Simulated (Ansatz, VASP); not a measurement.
**KF (Carobbiite): VASP beside Ansatz**

One calculation is typed for both programs; each brings its own data sets and cutoff. How far apart do they land? The cell is taken from a series of VASP runs on this material, whose earlier steps may have relaxed, scaled or displaced it; both programs get it as it stands.

Method: plane waves, with VASP 6.6.1 beside it; zone-centre phonons at LDA, in Ansatz 0.2.0.

## Step 1: Starting point

The structure is cubic, space group Fm-3m (No. 225). The conventional cell has a = 5.223 Å, b = 5.223 Å, c = 5.223 Å, α = 90.00°, β = 90.00°, γ = 90.00°. K has 6 F at 2.61 Å nearest. F has 6 K at 2.61 Å nearest. Farther neighbours and most contacts between anions are not listed.

## Step 2: VASP: zone-centre phonons, LDA

Second derivatives magnify differences that forces hide, and they need a tight electronic threshold.

Lines of VASP's logs that name or quote its potential files are left out, and so is its time.

INCAR reads:

```
SYSTEM = KF
PREC = Accurate
ENCUT = 560
EDIFF = 1E-08
NELM = 100
ISMEAR = 0
SIGMA = 0.03
LREAL = .FALSE.
ALGO = Normal
GGA = CA
NBANDS = 14
LORBIT = 11
LWAVE = .FALSE.
LCHARG = .FALSE.
KPAR = 4
IBRION = 8
LEPSILON = .TRUE.
LPEAD = .TRUE.
ISIF = 2
```

POSCAR reads:

```
KF
1.0
    0.0000000000      2.6116262625      2.6116262625
    2.6116262625      0.0000000000      2.6116262625
    2.6116262625      2.6116262625      0.0000000000
K F
1 1
Direct
    0.0000000000      0.0000000000      0.0000000000
    0.5000000000      0.5000000000      0.5000000000
```

KPOINTS reads:

```
Automatic mesh
0
Gamma
14 14 14
0 0 0
```

Potentials, in the order of the species: K_sv and F (LDA family, release 64).

The run is started by

```console
mpirun -np 4 vasp_std
```

Numbers of over 12 decimals in the logs are rounded to 6 here.

What it wrote:

```text
[banner, memory and clock lines left out]
running    4 mpi-ranks, on    1 nodes
 distrk:  each k-point on    1 cores,    4 groups
 distr:  one band on    1 cores,    1 groups

 POSCAR found type information on POSCAR K F
 POSCAR found :  2 types and       2 ions
 LDA part: xc-table for (Slater(with rela. corr.)+CA(PZ))
 , standard interpolation
 POSCAR, INCAR and KPOINTS ok, starting setup
 FFT: planning ... GRIDC
 FFT: planning ... GRID_SOFT
 FFT: planning ... GRID
 WAVECAR not read
 entering main loop
       N       E                     dE             d eps       ncg     rms          rms(c)
DAV:   1     0.125290909748E+03    0.12529E+03   -0.87058E+03  2920   0.119E+03
DAV:   2    -0.471537308204E+01   -0.13001E+03   -0.11559E+03  3638   0.316E+02
DAV:   3    -0.100969033311E+02   -0.53815E+01   -0.53509E+01  3738   0.601E+01
DAV:   4    -0.102535636038E+02   -0.15666E+00   -0.15660E+00  3928   0.972E+00
DAV:   5    -0.102562858503E+02   -0.27222E-02   -0.27222E-02  3840   0.111E+00    0.623E+00
DAV:   6    -0.914402083971E+01    0.11123E+01   -0.32977E+00  3104   0.164E+01    0.447E+00
DAV:   7    -0.909559421111E+01    0.48427E-01   -0.94009E-02  3552   0.247E+00    0.268E+00
DAV:   8    -0.906946886500E+01    0.26125E-01   -0.48956E-02  3546   0.227E+00    0.218E-01
DAV:   9    -0.906949230924E+01   -0.23444E-04   -0.40326E-03  3500   0.535E-01    0.106E-01
DAV:  10    -0.906959699049E+01   -0.10468E-03   -0.45304E-04  3634   0.226E-01    0.507E-02
DAV:  11    -0.906958884962E+01    0.81409E-05   -0.61214E-05  3920   0.901E-02    0.126E-02
DAV:  12    -0.906958982596E+01   -0.97634E-06   -0.42008E-06  3668   0.218E-02    0.184E-03
DAV:  13    -0.906958996559E+01   -0.13963E-06   -0.32197E-07  3588   0.543E-03    0.237E-03
DAV:  14    -0.906958992238E+01    0.43209E-07   -0.15727E-07  3460   0.389E-03    0.148E-04
DAV:  15    -0.906958992310E+01   -0.72714E-09   -0.30898E-09  1948   0.527E-04
   1 F= -.90695899E+01 E0= -.90695899E+01  d E =-.495409E-29
 Linear response reoptimize wavefunctions to high precision
DAV:   1    -0.906958992321E+01   -0.10596E-09   -0.20027E-10  2186   0.154E-04
DAV:   2    -0.906958992322E+01   -0.10687E-10   -0.45863E-11  1666   0.594E-05
 Linear response to external field (no local field effect), progress :
  Direction:   1
       N       E                     dE             d eps       ncg     rms          rms(c)
RMM:   1    -0.129687524353E+00   -0.12969E+00   -0.23094E-01  2877   0.275E+00
RMM:   2    -0.133342488998E+00   -0.36550E-02   -0.20467E-02  3182   0.668E-01
RMM:   3    -0.135173040925E+00   -0.18306E-02   -0.34298E-03  3481   0.223E-01
RMM:   4    -0.135418392359E+00   -0.24535E-03   -0.44549E-04  3660   0.835E-02
RMM:   5    -0.135452725987E+00   -0.34334E-04   -0.93232E-05  3605   0.348E-02
RMM:   6    -0.135459341936E+00   -0.66159E-05   -0.15713E-05  3484   0.148E-02
RMM:   7    -0.135460455087E+00   -0.11132E-05   -0.27017E-06  3226   0.627E-03
RMM:   8    -0.135460679376E+00   -0.22429E-06   -0.48854E-07  2907   0.289E-03
RMM:   9    -0.135460723131E+00   -0.43754E-07   -0.98793E-07  2941   0.131E-03
RMM:  10    -0.135460732387E+00   -0.92560E-08   -0.28614E-07  2919   0.603E-04
RMM:  11    -0.135460734175E+00   -0.17881E-08   -0.99212E-08  2674   0.272E-04
 change of polarisation eV/A/(eV/A) component  1 :     0.271     0.017     0.012
 dielectric tensor                  component  1 :     2.376     0.085     0.062
 Linear response to external field (no local field effect), progress :
  Direction:   2
       N       E                     dE             d eps       ncg     rms          rms(c)
RMM:   1    -0.109808625636E+00   -0.10981E+00   -0.16982E-01  2894   0.266E+00
RMM:   2    -0.112731170884E+00   -0.29225E-02   -0.15538E-02  3149   0.622E-01
RMM:   3    -0.114088835396E+00   -0.13577E-02   -0.23391E-03  3449   0.204E-01
RMM:   4    -0.114290131730E+00   -0.20130E-03   -0.36777E-04  3721   0.769E-02
RMM:   5    -0.114317628481E+00   -0.27497E-04   -0.69681E-05  3674   0.311E-02
RMM:   6    -0.114322679343E+00   -0.50509E-05   -0.11686E-05  3600   0.130E-02
RMM:   7    -0.114323534036E+00   -0.85469E-06   -0.21066E-06  3365   0.550E-03
RMM:   8    -0.114323698873E+00   -0.16484E-06   -0.20821E-07  2958   0.249E-03
RMM:   9    -0.114323731133E+00   -0.32260E-07   -0.42473E-07  2965   0.115E-03
RMM:  10    -0.114323738062E+00   -0.69285E-08   -0.23042E-07  2958   0.527E-04
RMM:  11    -0.114323739296E+00   -0.12345E-08   -0.11900E-07  2703   0.238E-04
RMM:  12    -0.114323739542E+00   -0.24606E-09   -0.61712E-08  2336   0.125E-04
 change of polarisation eV/A/(eV/A) component  2 :     0.017     0.229    -0.017
 dielectric tensor                  component  2 :     0.085     2.161    -0.085
 Linear response to external field (no local field effect), progress :
  Direction:   3
       N       E                     dE             d eps       ncg     rms          rms(c)
RMM:   1    -0.107312117465E+00   -0.10731E+00   -0.16370E-01  2786   0.263E+00
RMM:   2    -0.109124022715E+00   -0.18119E-02   -0.15483E-02  2949   0.571E-01
RMM:   3    -0.110455478365E+00   -0.13315E-02   -0.27882E-03  3292   0.190E-01
RMM:   4    -0.110630963109E+00   -0.17548E-03   -0.34351E-04  3440   0.678E-02
RMM:   5    -0.110657292779E+00   -0.26330E-04   -0.73558E-05  3275   0.284E-02
RMM:   6    -0.110661967633E+00   -0.46749E-05   -0.11736E-05  3013   0.117E-02
[...]
change of polarisation eV/A/(eV/A) component  1 :     0.211     0.008     0.004
 dielectric tensor                  component  1 :     2.071     0.043     0.022
 Linear response to external field, progress :
  Direction:   2
       N       E                     dE             d eps       ncg     rms          rms(c)
RMM:   1    -0.115600769659E+00   -0.11560E+00   -0.18813E-01  6607   0.268E+00
RMM:   2    -0.118397640267E+00   -0.27969E-02   -0.17141E-02  7090   0.620E-01    0.654E-01
RMM:   3    -0.109020989564E+00    0.93767E-02   -0.11870E-02 10387   0.689E-01    0.311E-01
RMM:   4    -0.110558516006E+00   -0.15375E-02   -0.41498E-03 11584   0.462E-01    0.108E-01
RMM:   5    -0.113073611924E+00   -0.25151E-02   -0.71054E-04 13415   0.179E-01    0.177E-02
RMM:   6    -0.113347521550E+00   -0.27391E-03   -0.18040E-04 15555   0.616E-02    0.110E-02
RMM:   7    -0.113472925009E+00   -0.12540E-03   -0.28897E-05 15032   0.238E-02    0.299E-03
RMM:   8    -0.113446429707E+00    0.26495E-04   -0.51973E-06 15834   0.102E-02    0.161E-03
RMM:   9    -0.113453817814E+00   -0.73881E-05   -0.14988E-06 16467   0.463E-03    0.860E-04
RMM:  10    -0.113455596973E+00   -0.17792E-05   -0.76390E-07 16039   0.198E-03    0.269E-04
RMM:  11    -0.113455760366E+00   -0.16339E-06   -0.17971E-07 16104   0.933E-04    0.986E-05
RMM:  12    -0.113455750731E+00    0.96353E-08   -0.15419E-07 15333   0.444E-04    0.776E-05
RMM:  13    -0.113455905808E+00   -0.15508E-06   -0.67657E-08 14067   0.218E-04    0.880E-06
 change of polarisation eV/A/(eV/A) component  2 :     0.005     0.211    -0.001
 dielectric tensor                  component  2 :     0.025     2.071    -0.003
 Linear response to external field, progress :
  Direction:   3
       N       E                     dE             d eps       ncg     rms          rms(c)
RMM:   1    -0.115600475708E+00   -0.11560E+00   -0.18813E-01  6608   0.268E+00
RMM:   2    -0.118397400357E+00   -0.27969E-02   -0.17141E-02  7090   0.620E-01    0.654E-01
RMM:   3    -0.109021004596E+00    0.93764E-02   -0.11871E-02 10388   0.689E-01    0.311E-01
RMM:   4    -0.110558504857E+00   -0.15375E-02   -0.41500E-03 11587   0.462E-01    0.108E-01
RMM:   5    -0.113073624677E+00   -0.25151E-02   -0.71060E-04 13417   0.179E-01    0.177E-02
RMM:   6    -0.113347507552E+00   -0.27388E-03   -0.18039E-04 15556   0.616E-02    0.110E-02
RMM:   7    -0.113472930863E+00   -0.12542E-03   -0.28900E-05 15026   0.238E-02    0.299E-03
RMM:   8    -0.113446436395E+00    0.26494E-04   -0.51764E-06 15827   0.102E-02    0.161E-03
RMM:   9    -0.113453840753E+00   -0.74044E-05   -0.77216E-07 16470   0.463E-03    0.858E-04
RMM:  10    -0.113455601041E+00   -0.17603E-05   -0.45558E-07 16063   0.199E-03    0.272E-04
RMM:  11    -0.113455774390E+00   -0.17335E-06    0.33782E-08 16109   0.927E-04    0.103E-04
RMM:  12    -0.113455756571E+00    0.17818E-07   -0.23714E-07 15325   0.439E-04    0.762E-05
RMM:  13    -0.113455910725E+00   -0.15415E-06   -0.57511E-08 14062   0.217E-04    0.900E-06
 change of polarisation eV/A/(eV/A) component  3 :     0.000     0.004     0.211
 dielectric tensor                  component  3 :     0.001     0.018     2.071
 Linear response DOF=           2
 Linear response progress:
  Degree of freedom:   1/  2
       N       E                     dE             d eps       ncg     rms          rms(c)
RMM:   1    -0.294902550954E+00   -0.29490E+00    0.15395E-01 10797   0.397E+00
RMM:   2    -0.294997071181E+00   -0.94520E-04   -0.28303E-02 12400   0.103E+00    0.448E-02
RMM:   3    -0.296440007508E+00   -0.14429E-02   -0.33973E-03 14187   0.310E-01    0.265E-02
RMM:   4    -0.296646117159E+00   -0.20611E-03   -0.41669E-04 15480   0.835E-02    0.221E-02
RMM:   5    -0.296694469079E+00   -0.48352E-04   -0.71735E-05 14893   0.402E-02    0.405E-03
RMM:   6    -0.296697558016E+00   -0.30889E-05   -0.19297E-05 15996   0.170E-02    0.320E-03
RMM:   7    -0.296696021042E+00    0.15370E-05   -0.29284E-06 16260   0.698E-03    0.235E-03
RMM:   8    -0.296680659266E+00    0.15362E-04   -0.11159E-06 15268   0.350E-03    0.979E-04
RMM:   9    -0.296685413085E+00   -0.47538E-05    0.15286E-07 15949   0.169E-03    0.265E-04
RMM:  10    -0.296684550337E+00    0.86275E-06   -0.97208E-07 16451   0.775E-04    0.881E-05
RMM:  11    -0.296684251649E+00    0.29869E-06   -0.59721E-08 16878   0.334E-04    0.139E-05
RMM:  12    -0.296684335555E+00   -0.83906E-07    0.23525E-07 17050   0.149E-04    0.339E-06
RMM:  13    -0.296684351650E+00   -0.16094E-07    0.23926E-08 16733   0.724E-05    0.594E-06
RMM:  14    -0.296684342230E+00    0.94195E-08    0.31964E-08 16264   0.413E-05    0.204E-06
 first order change of Fermi-energy   0.14670E-01
 force on displaced ion       1 direction 1 :  -1.841   0.000   0.000
 Born effective charge ion    1 direction 1 :   1.144   0.000   0.000
 Linear response progress:
  Degree of freedom:   2/  2
       N       E                     dE             d eps       ncg     rms          rms(c)
RMM:   1    -0.526724038079E+00   -0.52672E+00    0.56718E-01 13115   0.407E+00
RMM:   2    -0.522250889799E+00    0.44731E-02   -0.61064E-03 10764   0.669E-01    0.773E-02
RMM:   3    -0.523521522124E+00   -0.12706E-02   -0.83389E-04 12164   0.152E-01    0.434E-02
RMM:   4    -0.525118815646E+00   -0.15973E-02   -0.35871E-04 12196   0.102E-01    0.103E-02
RMM:   5    -0.525148261874E+00   -0.29446E-04   -0.75750E-05 14857   0.300E-02    0.472E-03
RMM:   6    -0.525137217696E+00    0.11044E-04   -0.11313E-05 15415   0.106E-02    0.260E-03
RMM:   7    -0.525122452373E+00    0.14765E-04   -0.21609E-06 15207   0.456E-03    0.693E-04
RMM:   8    -0.525125591001E+00   -0.31386E-05   -0.44739E-07 15640   0.195E-03    0.170E-04
RMM:   9    -0.525125142262E+00    0.44874E-06   -0.20102E-07 15884   0.844E-04    0.756E-05
RMM:  10    -0.525125066544E+00    0.75719E-07    0.11368E-07 16248   0.402E-04    0.299E-05
RMM:  11    -0.525125090696E+00   -0.24152E-07   -0.11441E-07 16354   0.200E-04    0.628E-06
RMM:  12    -0.525125122117E+00   -0.31422E-07   -0.81237E-08 16459   0.113E-04    0.265E-06
RMM:  13    -0.525125136945E+00   -0.14828E-07   -0.76414E-08 16173   0.745E-05    0.347E-06
RMM:  14    -0.525125128380E+00    0.85643E-08   -0.76264E-08 15291   0.586E-05    0.220E-06
 first order change of Fermi-energy  -0.12712E-01
 force on displaced ion       2 direction 1 :  -1.882   0.000   0.000
 Born effective charge ion    2 direction 1 :  -1.144   0.000   0.000
 Born effective charges drift removed
 Linear response finished
```

Parts of OUTCAR (step 2):

```text
ion  position               nearest neighbor table
   1  0.000  0.000  0.000-   2 2.61   2 2.61   2 2.61   2 2.61   2 2.61   2 2.61
   2  0.500  0.500  0.500-   1 2.61   1 2.61   1 2.61   1 2.61   1 2.61   1 2.61

  LATTYP: Found a face centered cubic cell.
 ALAT       =     5.2232525250

 Subroutine GETGRP returns: Found 48 space group operations
 (whereof 48 operations were pure point group operations)

The static configuration has the point symmetry O_h .

 Found    104 irreducible k-points:

   k-points           NKPTS =    104   k-points in BZ     NKDIM =    104   number of bands    NBANDS=     14

   dimension x,y,z NGX =    30 NGY =   30 NGZ =   30
   dimension x,y,z NGXF=    60 NGYF=   60 NGZF=   60

   ENCUT  =  560.0 eV  41.16 Ry    6.42 a.u.   7.13  7.13  7.13*2*pi/ulx,y,z

   NELECT =      16.0000    total number of electrons

 k-points in reciprocal lattice and weights: Automatic mesh
   0.00000000  0.00000000  0.00000000       0.000
   0.07142857  0.00000000  0.00000000       0.003
   0.14285714  0.00000000  0.00000000       0.003
   0.21428571  0.00000000  0.00000000       0.003
   0.28571429  0.00000000  0.00000000       0.003
   0.35714286  0.00000000  0.00000000       0.003
   0.42857143  0.00000000  0.00000000       0.003
   0.50000000  0.00000000  0.00000000       0.001
   0.07142857  0.07142857  0.00000000       0.002
[...]
-0.28571429  0.42857143  0.21428571       0.009
  -0.28571429  0.50000000  0.21428571       0.004

 average (electrostatic) potential at core
       1 -35.2695       2 -77.7843

  Total       -0.2701829     -0.2701829     -0.2701829     -0.0000000      0.0000000      0.0000000
  in kB      -12.1508121    -12.1508121    -12.1508121     -0.0000000      0.0000000      0.0000000
  external PRESSURE =     -12.1508121 kB  Pullay stress =       0.0000000 kB

  energy-cutoff  :      560.00
  volume of cell :       35.63
      direct lattice vectors                 reciprocal lattice vectors
     0.000000000  2.611626263  2.611626263    -0.191451590  0.191451590  0.191451590
     2.611626263  0.000000000  2.611626263     0.191451590 -0.191451590  0.191451590
     2.611626263  2.611626263  0.000000000     0.191451590  0.191451590 -0.191451590

 POSITION                                       TOTAL-FORCE (eV/Angst)
 -----------------------------------------------------------------------------------
      0.00000      0.00000      0.00000         0.000000      0.000000      0.000000
      2.61163      2.61163      2.61163         0.000000      0.000000      0.000000
 -----------------------------------------------------------------------------------
    total drift:                                0.000000      0.000000      0.000000

 MACROSCOPIC STATIC DIELECTRIC TENSOR (including local field effects in DFT)
 ------------------------------------------------------
           2.071073     0.000000    -0.000000
          -0.000000     2.071073     0.000000
          -0.000000     0.000000     2.071073
 ------------------------------------------------------

 PIEZOELECTRIC TENSOR (including local field effects)  for field in x, y, z        (C/m^2)
          XX          YY          ZZ          XY          YZ          ZX
  --------------------------------------------------------------------------------
  x     0.00000     0.00000     0.00000     0.00000     0.00000     0.00000
  y     0.00000     0.00000     0.00000     0.00000     0.00000     0.00000
  z     0.00000     0.00000     0.00000     0.00000     0.00000     0.00000

 BORN EFFECTIVE CHARGES (including local field effects) (in |e|, cummulative output)
 ---------------------------------------------------------------------------------
 ion    1
    1     1.14377     0.00000     0.00000
    2    -0.00000     1.14377     0.00000
    3     0.00000     0.00000     1.14377
 ion    2
    1    -1.14377    -0.00000    -0.00000
    2     0.00000    -1.14377    -0.00000
    3    -0.00000    -0.00000    -1.14377

 Eigenvectors and eigenvalues of the dynamical matrix
 ----------------------------------------------------

   1 f  =    5.977193 THz    37.555811 2PiTHz  199.377694 cm-1    24.719672 meV
             X         Y         Z           dx          dy          dz
      0.000000  0.000000  0.000000     0.000000    0.000000   -0.567589
      2.611626  2.611626  2.611626     0.000000    0.000000    0.823312

   2 f  =    5.977193 THz    37.555811 2PiTHz  199.377694 cm-1    24.719672 meV
             X         Y         Z           dx          dy          dz
      0.000000  0.000000  0.000000     0.000000    0.567589    0.000000
      2.611626  2.611626  2.611626    -0.000000   -0.823312    0.000000

   3 f  =    5.977193 THz    37.555811 2PiTHz  199.377694 cm-1    24.719672 meV
             X         Y         Z           dx          dy          dz
      0.000000  0.000000  0.000000     0.567589   -0.000000    0.000000
      2.611626  2.611626  2.611626    -0.823312    0.000000    0.000000

   4 f/i=    0.030974 THz     0.194618 2PiTHz    1.033194 cm-1     0.128100 meV
             X         Y         Z           dx          dy          dz
      0.000000  0.000000  0.000000     0.799006    0.198575    0.000000
      2.611626  2.611626  2.611626     0.550833    0.136897    0.000000

   5 f/i=    0.030974 THz     0.194618 2PiTHz    1.033194 cm-1     0.128100 meV
             X         Y         Z           dx          dy          dz
      0.000000  0.000000  0.000000     0.000000    0.000000    0.823312
      2.611626  2.611626  2.611626     0.000000    0.000000    0.567589

   6 f/i=    0.030974 THz     0.194618 2PiTHz    1.033194 cm-1     0.128100 meV
             X         Y         Z           dx          dy          dz
      0.000000  0.000000  0.000000     0.198575   -0.799006    0.000000
      2.611626  2.611626  2.611626     0.136897   -0.550833    0.000000

 MACROSCOPIC STATIC DIELECTRIC TENSOR IONIC CONTRIBUTION
 ------------------------------------------------------
           3.568759    -0.000000    -0.000000
          -0.000000     3.568759    -0.000000
          -0.000000    -0.000000     3.568759
 ------------------------------------------------------

 ELASTIC MODULI CONTR FROM IONIC RELAXATION (kBar)
 Direction    XX          YY          ZZ          XY          YZ          ZX
 --------------------------------------------------------------------------------
 XX           0.0000      0.0000      0.0000      0.0000      0.0000      0.0000
 YY           0.0000      0.0000      0.0000      0.0000      0.0000      0.0000
 ZZ           0.0000      0.0000      0.0000      0.0000      0.0000      0.0000
 XY           0.0000      0.0000      0.0000      0.0000      0.0000      0.0000
 YZ           0.0000      0.0000      0.0000      0.0000      0.0000      0.0000
 ZX           0.0000      0.0000      0.0000      0.0000      0.0000      0.0000
 --------------------------------------------------------------------------------

 PIEZOELECTRIC TENSOR IONIC CONTR  for field in x, y, z        (C/m^2)
          XX          YY          ZZ          XY          YZ          ZX
  --------------------------------------------------------------------------------
  x     0.00000     0.00000     0.00000     0.00000     0.00000     0.00000
  y     0.00000     0.00000     0.00000     0.00000     0.00000     0.00000
  z     0.00000     0.00000     0.00000     0.00000     0.00000     0.00000
```

Energies printed during the response cycles are not total energies of the cell.

[end of part 1 of 2]

[Lines on the potential files, build, host, timing and source positions are cut from VASP's logs without a mark.]

[Logs are printed without paths, hosts, clocks, repeated set-up lines and the standing remarks that a program may print on its own settings, such as how far it seeks lower states.]

[Hosts, paths, dates, database ids (printed as entryN), source tags and the programs' standing remarks are cut or masked in the printed files.]
